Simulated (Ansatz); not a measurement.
Strain and the gap of BN (R3m)

BN (R3m) from a database structure, relaxed with r2SCAN+rVV10 in Ansatz. Space group R3m (No. 160), trigonal; conventional cell a = 2.500 Å, c = 9.760 Å, 8.81 Å³ an atom. B is surrounded by 3 N at 1.44 Å; N is surrounded by 3 B at 1.44 Å.

The axes x, y and z are those of this cell:
```
B N
1.0
     1.25012    0.72176    3.25333
    -1.25012    0.72176    3.25333
     0.00000   -1.44352    3.25333
B N
1 1
Direct
  0.99969 0.99969 0.99969
  0.33274 0.33274 0.33274
```

Unstrained: With PBE the valence top lies at k = (-0.010, 0.294, -0.323) and the conduction bottom at F, 4.141 eV higher; the smallest vertical gap, at k = (-0.160, 0.160, -1/2), is 4.703 eV. The r2SCAN gap is indirect, 4.653 eV (k = (-0.010, 0.294, -0.323) to F), below the direct gap of 5.341 eV at k = (-0.160, 0.160, -1/2). HSE06 gives an indirect gap of 5.404 eV, from k = (-0.010, 0.294, -0.323) to F; the least direct gap is 6.108 eV at k = (-0.160, 0.160, -1/2). Meshes: PBE 12×12×12, r2SCAN 12×12×12, HSE06 8×8×8. Strains are changes of length per length. After each strain the atoms were relaxed again with r2SCAN+rVV10 within the symmetry that the strain leaves, so tilts or polar shifts that break it weren't tested; points keep the names that they have in the unstrained zone. No spin polarisation and no zero-point or thermal motion.

Changes of the least gap in eV (an overlap counts as a negative gap):
```
                            strain  volume change (%)  space group     PBE  r2SCAN   HSE06  G0W0@PBE (mesh)
          uniaxial -5.21 % along x               -5.2           Cm  -0.208  -0.231  -0.226            -0.21
          uniaxial -2.13 % along z               -2.1          R3m  -0.059  -0.059  -0.063            -0.07
biaxial +4.63 % in x and y, z held               +9.5          R3m  -0.274  -0.284  -0.282            -0.37
 isotropic +2.77 % on every length               +8.5          R3m  -0.093  -0.097  -0.092            -0.13
```
Unstrained, G0W0@PBE with 73 empty bands, a screening cutoff of 150 eV and a 6×6×6 mesh gives 5.75 eV on its mesh; the band count follows the volume. No extrapolation in bands, cutoff or mesh was made for G0W0.

Uniaxial -5.21 % along x, other directions held. HSE06: the gap goes from 5.404 to 5.178 eV (-0.226 eV); the F points, equivalent before, split by 514 meV, and the conduction bottom lies at those like (1/2, 1/2, 0); the edges go from (-0.010, 0.294, -0.323) → F to Γ–S₀ (0.86) → F. Stress change with PBE, compression positive: xx +54.62, yy +13.40, zz +0.15, yz +0.18 GPa.

Uniaxial -2.13 % along z, other directions held. HSE06: the gap goes from 5.404 to 5.341 eV (-0.063 eV); the edges go from (-0.010, 0.294, -0.323) → F to (-0.005, 0.297, -0.312) → F. Stress change with PBE, compression positive: xx +0.11, yy +0.11, zz +0.95 GPa.

Biaxial +4.63 % in x and y, z held. HSE06: the gap goes from 5.404 to 5.122 eV (-0.282 eV); the edges go from (-0.010, 0.294, -0.323) → F to (-0.005, 0.297, -0.310) → F. Stress change with PBE, compression positive: xx -41.98, yy -41.98, zz -0.36 GPa.

Isotropic +2.77 % on every length. HSE06: the gap goes from 5.404 to 5.312 eV (-0.092 eV); the edges go from (-0.010, 0.294, -0.323) → F to Γ–S₀ (0.89) → F. Stress change with PBE, compression positive: xx -26.84, yy -26.84, zz -1.09 GPa.

Where an edge lies off the special points, it is a point of the mesh or the k point where a search put PBE's edge or least direct gap, reused for the other functionals, whose own edges may lie a little apart.

Coordinates of k points refer to the reciprocal vectors of the primitive cell of the runs.
